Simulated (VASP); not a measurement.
Computed with PBEsol GGA, VASP's PBE PAW potentials (set 64) (plane waves; VASP 6.6.1).

The input files of a VASP run:

### INCAR
```
SYSTEM = BeO
PREC = Accurate
ENCUT = 520
EDIFF = 1E-7
NELM = 100
ALGO = Normal
LREAL = .FALSE.
LASPH = .TRUE.
ISMEAR = -5
GGA = PS
LWAVE = .FALSE.
LCHARG = .TRUE.
LORBIT = 11
NEDOS = 601
ISIF = 2
LEFG = .TRUE.
```

KPOINTS:
```
Automatic mesh
0
Gamma
11 11 6
```

**POSCAR**
```
BeO
1.0
  1.3475550313  -2.3340341878   0.0000000000
  1.3475550313   2.3340341878   0.0000000000
  0.0000000000   0.0000000000   4.3750920580
Be O
2 2
Cart
  1.3475550313  -0.7780129520   2.1878232786
  1.3475550313   0.7780129520   0.0002772496
  1.3475550313  -0.7780129520   3.8410535773
  1.3475550313   0.7780129520   1.6535075483
```

POTCAR, in this order: Be O (PBE.64 set). Program: vasp_std.

The run wrote:

File OUTCAR:
```
 ion  position               nearest neighbor table
   1  0.667  0.333  0.500-   4 1.65   4 1.65   4 1.65   3 1.65
   2  0.333  0.667  0.000-   3 1.65   3 1.65   3 1.65   4 1.65
   3  0.667  0.333  0.878-   2 1.65   2 1.65   2 1.65   1 1.65
   4  0.333  0.667  0.378-   1 1.65   1 1.65   1 1.65   2 1.65
  LATTYP: Found a hexagonal cell.
 ALAT       =     2.6951104156
 C/A-ratio  =     1.6233442729
 Subroutine PRICEL returns:
 Original cell was already a primitive cell.
 Subroutine GETGRP returns: Found 12 space group operations
The static configuration has the point symmetry C_3v.
 The point group associated with its full space group is C_6v.
The dynamic configuration has the point symmetry C_3v.
 Subroutine INISYM returns: Found 12 space group operations
 Subroutine IBZKPT returns following result:
 Found     64 irreducible k-points:

 Following reciprocal coordinates:
            Coordinates               Weight
  0.000000  0.000000  0.000000      1.000000
  0.090909 -0.000000  0.000000      6.000000
  0.181818  0.000000  0.000000      6.000000
  0.272727  0.000000  0.000000      6.000000
  0.363636 -0.000000  0.000000      6.000000
  0.454545  0.000000  0.000000      6.000000
  0.090909  0.090909  0.000000      6.000000
  0.181818  0.090909  0.000000     12.000000
  0.272727  0.090909  0.000000     12.000000
  0.363636  0.090909  0.000000     12.000000
  0.454545  0.090909  0.000000      6.000000
  0.181818  0.181818  0.000000      6.000000
  0.272727  0.181818  0.000000     12.000000
  0.363636  0.181818  0.000000     12.000000
  0.272727  0.272727  0.000000      6.000000
  0.363636  0.272727  0.000000      6.000000
  0.000000  0.000000  0.166667      2.000000
  0.090909 -0.000000  0.166667     12.000000
  0.181818  0.000000  0.166667     12.000000
  0.272727  0.000000  0.166667     12.000000
  0.363636 -0.000000  0.166667     12.000000
  0.454545  0.000000  0.166667     12.000000
  0.090909  0.090909  0.166667     12.000000
  0.181818  0.090909  0.166667     24.000000
  0.272727  0.090909  0.166667     24.000000
  0.363636  0.090909  0.166667     24.000000
  0.454545  0.090909  0.166667     12.000000
  0.181818  0.181818  0.166667     12.000000
  0.272727  0.181818  0.166667     24.000000
  0.363636  0.181818  0.166667     24.000000
  0.272727  0.272727  0.166667     12.000000
  0.363636  0.272727  0.166667     12.000000
  0.000000  0.000000  0.333333      2.000000
  0.090909 -0.000000  0.333333     12.000000
  0.181818  0.000000  0.333333     12.000000
  0.272727  0.000000  0.333333     12.000000
  0.363636 -0.000000  0.333333     12.000000
  0.454545  0.000000  0.333333     12.000000
  0.090909  0.090909  0.333333     12.000000
  0.181818  0.090909  0.333333     24.000000
   k-points           NKPTS =     64   k-points in BZ     NKDIM =     64   number of bands    NBANDS=     12
   number of dos      NEDOS =    601   number of ions     NIONS =      4
   total plane-waves  NPLWV =  14400
   dimension x,y,z NGX =    20 NGY =   20 NGZ =   36
   dimension x,y,z NGXF=    40 NGYF=   40 NGZF=   72
   ions per type =               2   2
   PREC   = accura    normal or accurate (medium, high low for compatibility)
   ISTART =      0    job   : 0-new  1-cont  2-samecut
   ICHARG =      2    charge: 1-file 2-atom 10-const
   ISPIN  =      1    spin polarized calculation?
   LNONCOLLINEAR =      F non collinear calculations
   LSORBIT =      F    spin-orbit coupling
   INIWAV =      1    electr: 0-lowe 1-rand  2-diag
   ENCUT  =  520.0 eV  38.22 Ry    6.18 a.u.   5.01  5.01  8.13*2*pi/ulx,y,z
   NELM   =    100;   NELMIN=  2; NELMDL= -5     # of ELM steps
...
```

File OSZICAR:
```
       N       E                     dE             d eps       ncg     rms          rms(c)
DAV:   1     0.622132716202E+02    0.62213E+02   -0.87867E+03  1552   0.127E+03
DAV:   2    -0.284552760296E+02   -0.90669E+02   -0.85454E+02  2092   0.283E+02
DAV:   3    -0.316401935114E+02   -0.31849E+01   -0.31704E+01  2024   0.552E+01
DAV:   4    -0.316643046575E+02   -0.24111E-01   -0.24099E-01  1872   0.551E+00
DAV:   5    -0.316646306978E+02   -0.32604E-03   -0.32598E-03  1972   0.542E-01    0.852E+00
DAV:   6    -0.297003367999E+02    0.19643E+01   -0.65222E+00  1784   0.230E+01    0.287E+00
DAV:   7    -0.296641429499E+02    0.36194E-01   -0.12981E-01  1836   0.359E+00    0.181E+00
DAV:   8    -0.296520304010E+02    0.12113E-01   -0.32943E-02  1748   0.249E+00    0.260E-01
DAV:   9    -0.296510553527E+02    0.97505E-03   -0.33539E-03  1984   0.594E-01    0.598E-02
DAV:  10    -0.296512165677E+02   -0.16121E-03   -0.26651E-04  1780   0.152E-01    0.271E-02
DAV:  11    -0.296512071791E+02    0.93886E-05   -0.37235E-05  1968   0.592E-02    0.470E-03
DAV:  12    -0.296512069563E+02    0.22281E-06   -0.23220E-06  1836   0.151E-02    0.841E-04
DAV:  13    -0.296512069728E+02   -0.16445E-07   -0.20052E-08  1320   0.153E-03
   1 F= -.29651207E+02 E0= -.29651207E+02  d E =0.000000E+00
```

**OUTCAR**
```
------------------------ aborting loop because EDIFF is reached ----------------------------------------
  FORCE on cell =-STRESS in cart. coord.  units (eV):
  Direction    XX          YY          ZZ          XY          YZ          ZX
  --------------------------------------------------------------------------------------
  Total        0.0422641      0.0422641      0.0569385      0.0000000      0.0000000      0.0000000
  in kB        2.4604300      2.4604309      3.3147102      0.0000000      0.0000000      0.0000000
  external PRESSURE =       2.7451904 kB  Pullay stress =       0.0000000 kB
  volume of cell :       27.52
      direct lattice vectors                 reciprocal lattice vectors
     1.347555031 -2.334034188  0.000000000     0.371042361 -0.214221369  0.000000000
     1.347555031  2.334034188  0.000000000     0.371042361  0.214221369  0.000000000
     0.000000000  0.000000000  4.375092058     0.000000000  0.000000000  0.228566619
 POSITION                                       TOTAL-FORCE (eV/Angst)
 -----------------------------------------------------------------------------------
      1.34756     -0.77801      2.18782        -0.000000     -0.000000      0.003989
      1.34756      0.77801      0.00028         0.000000      0.000000      0.003989
      1.34756     -0.77801      3.84105         0.000000     -0.000000     -0.003989
      1.34756      0.77801      1.65351         0.000000      0.000000     -0.003989
 -----------------------------------------------------------------------------------
    total drift:                               -0.000000      0.001572      0.000607
  FREE ENERGIE OF THE ION-ELECTRON SYSTEM (eV)
  ---------------------------------------------------
  free  energy   TOTEN  =       -29.6512069728 eV

  energy  without entropy=      -29.6512069728  energy(sigma->0) =      -29.65120697

 total charge

# of ion       s       p       d       tot
------------------------------------------
    1        0.439   0.842   0.000   1.281
    2        0.439   0.842   0.000   1.281
    3        1.537   3.652   0.000   5.189
    4        1.537   3.652   0.000   5.189
--------------------------------------------------
tot          3.952   8.988   0.000  12.940

 Electric field gradients after diagonalization (V/A^2)
 (convention: |V_zz| > |V_xx| > |V_yy|)
----------------------------------------------------------------------
 ion       V_xx      V_yy      V_zz     asymmetry (V_yy - V_xx)/ V_zz
----------------------------------------------------------------------
   1      -0.219    -0.219     0.439       0.000
   2      -0.219    -0.219     0.439       0.001
   3      -0.664    -0.660     1.324       0.003
   4      -0.664    -0.660     1.324       0.003
```
(Selected blocks of OUTCAR.)

The compound is BeO in the wurtzite structure. It was relaxed first.
